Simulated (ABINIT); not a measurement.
A run of ABINIT 10.8.3 (patched build) is set up as follows.

run.abi

```
# Datasets: one volume each
ndtset 7
getwfk -1
scalecart1 3*0.9795861087
scalecart2 3*0.9864848297
scalecart3 3*0.9932883884
scalecart4 3*1.0000000000
scalecart5 3*1.0066227096
scalecart6 3*1.0131594038
scalecart7 3*1.0196128224

# Pseudopotentials
pp_dirpath "./"
pseudos "Pb.LDA_PW-JTH.xml"

# Structure
acell 3.5002068511 3.5002068511 3.5002068511 Angstrom
rprim
     0.0000000000     0.7071067812     0.7071067812
     0.7071067812     0.0000000000     0.7071067812
     0.7071067812     0.7071067812     0.0000000000
ntypat 1
znucl 82
natom 1
typat 1
xred
     0.0000000000     0.0000000000     0.0000000000

# Plane-wave basis
ecut 17.0
pawecutdg 34.0

# k points
kptopt 1
ngkpt 9 9 9
nshiftk 1
shiftk 0.0 0.0 0.0

# Exchange and correlation
ixc 2

# Bands and occupations
nband 11
occopt 3
tsmear 0.05 eV

# SCF cycle
nstep 100
tolvrs 1.0e-9

# Output
iomode 3
prtwf 1
prtden 0
prteig 0
prtebands 0
enunit 2
```

Potentials or basis: JTH PAW LDA v2.0.

Run with:

```bash
$ abinit run.abi > log 2>&1
```

Task: Estimate the pressure derivative of the bulk modulus.

Result: 7.1 (rough: it moves with the points fitted).

Task: What does it give for the bulk modulus?

Result: 60 GPa.

Energy against volume, from the lowest point:
| volume (Å³/atom) | energy (meV/atom) |
| --- | --- |
| 28.503 | 2.89 |
| 29.110 | 0.00 |
| 29.716 | 3.34 |
| 30.323 | 9.42 |
| 30.929 | 18.79 |
| 31.535 | 31.75 |
| 32.142 | 46.53 |

Caveat: the cutoff is too short for stress, so the log's stress isn't used; pressures at fixed basis lie under the slope of the energies. The run has no spin-orbit coupling, so splittings on Pb are missing.

The cell as given is a measured one (30.32 Å³/atom); LDA-PZ puts the equilibrium volume -4.1 % from it, thermal expansion not counted.
